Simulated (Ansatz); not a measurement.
# RbBr: the cost of one run

Computed with Ansatz 0.2.0 (DFT r2SCAN, scalar-relativistic, plane waves, PAW).

2 further runs of the same task are left out: 1 that didn't finish, 1 set aside as unsound or not needed.

**1. The system as given**

Symmetry: Fm-3m, No. 225, cubic system. Conventional cell: a = 6.855 Å, b = 6.855 Å, c = 6.855 Å, α = 90.00°, β = 90.00°, γ = 90.00°. Rb (site symmetry m-3m) has 6 Br at 3.43 Å as nearest neighbours. Br (site symmetry m-3m) is surrounded by 6 Rb at 3.43 Å.

As a file:

```
CELL_PARAMETERS angstrom
0.00000 3.42750 3.42750
3.42750 0.00000 3.42750
3.42750 3.42750 0.00000
ATOMIC_POSITIONS crystal
Rb 0.00000 0.00000 0.00000
Br 0.50000 0.50000 0.50000
```

The structure comes from the Crystallography Open Database.

**2. Another functional, on a distorted cell: r2SCAN**

What differs from the listed cell: strain xx, yy, zz, yz, xz, xy = +4.1, +4.1, +4.1, +0.0, +0.0, +0.0 %.

input.yaml reads:

```yaml
crystal:
  lattice:
    - [0.0, 3.5681646, 3.5681646]
    - [3.5681646, 0.0, 3.5681646]
    - [3.5681646, 3.5681646, 0.0]
  atoms:
    - { symbol: Rb, position: [0.0, 0.0, 0.0] }
    - { symbol: Br, position: [0.5, 0.5, 0.5] }
basis:
  ecutwfc: 500
kpoints:
  mp_grid: { grid: [6, 6, 6] }
hamiltonian:
  xc: r2scan
scf:
  occupations: { method: gaussian, width: 0.02 }
output:
  forces: true
  stress: true
  eigenvalues: true
```

The run is started by

```console
$ ansatz run input.yaml --threads 1 --pin off --max-ram 1331MiB --backend cpu --events-out ev --progress --plain --runs-dir out
```

What time and memory should one allow on 1 thread of an x86-64 CPU, shared host?

About 9.2 s, with a peak of 0.6 GiB.
